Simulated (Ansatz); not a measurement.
The system is MgS.

```
S Mg
1.0
     4.03462    0.00000    0.00000
    -2.01731    3.49409    0.00000
     0.00000    0.00000    6.43229
S Mg
2 2
Direct
  0.66667 0.33333 0.87924
  0.33333 0.66667 0.37924
  0.33333 0.66667 0.99575
  0.66667 0.33333 0.49575
```

The cell comes from a database or a generator and needn't be the stable form of this composition.

Base run:

```yaml
Program: Ansatz 0.2.0
Functional: PBEsol
Potentials_or_basis: Ansatz PAW
Cutoff: 420 eV
Density_cutoff: 1680 eV
k_mesh: 8 × 8 × 4
Occupations: fermi-dirac, width 0.05 eV
Spin: no spin polarisation
```

Its results: band gap on the k mesh 3.27 eV, direct; pressure -0.3 GPa; largest force 0.045 eV/Å.

Question: The run is repeated on the same cell with these changes: functional from PBEsol to r2SCAN; cutoff from 420 eV to 500 eV; density cutoff from 1680 eV to 2000 eV. What comes out?

Answer: Band gap on the k mesh 4.12 eV, direct; pressure 0.0 GPa; largest force 0.055 eV/Å.

r2SCAN gives the wider gap, since meta-GGAs in the generalised Kohn-Sham scheme recover part of the derivative discontinuity.

Caveats: the PAW data sets come from PBE, with cores solved anew for the run's functional, which leaves a small shift of forces and pressure.

Not every run made on this cell is shown here.
